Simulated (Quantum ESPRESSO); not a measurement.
TiSi2 under changes of volume

One of the cells (14.162 Å³/atom); the others are scaled copies at fixed shape and fractional positions:

```xyz
3
Lattice="-1.4729 1.7121 4.2121 1.4729 -1.7121 4.2121 1.4729 1.7121 -4.2121" Properties=species:S:1:pos:R:3 pbc="T T T"
Ti    0.0000    0.0000    0.0000
Si    0.0000    0.0000    5.6448
Si    0.0000    0.0000    2.7793
```

The cell comes from a database or a generator and needn't be the stable form of this composition.

```yaml
Program: Quantum ESPRESSO 7.5
Functional: PBEsol
Potentials_or_basis: GBRV 1.5 PBEsol
Cutoff: 612 eV
Density_cutoff: 4898 eV
k_mesh: 12 × 12 × 12
Occupations: fermi-dirac, width 0.05 eV
Spin: no spin polarisation
```

```tsv
volume (Å³/atom)	energy over the lowest point (meV/atom)	pressure (GPa)	largest force (eV/Å)
13.313	8.23	5.8	0.022
13.596	?	?	?
13.879	0.00	-0.9	0.051
14.162	4.08	-3.7	0.065
14.446	12.88	-6.2	0.079
14.729	25.90	-8.5	0.092
15.012	42.73	-10.5	0.105
```

Task: What does the run at 13.596 Å³/atom give?

Result: Energy over the lowest point 1.18 meV/atom; pressure 2.3 GPa; largest force 0.037 eV/Å.

Worked out: A Birch-Murnaghan fit of order 3 (a polynomial in V^(-2/3)) to the other rows has its minimum at 13.80 Å³/atom with B0 = V·E''(V) = 149 GPa and B' = 4.3 at fixed shape and positions, which overstates the stiffness. It gives 1.19 meV/atom at 13.596 Å³/atom, against the run's 1.18, and -dE/dV = 2.3 GPa, against 2.3.

Energies are extrapolated to zero smearing.
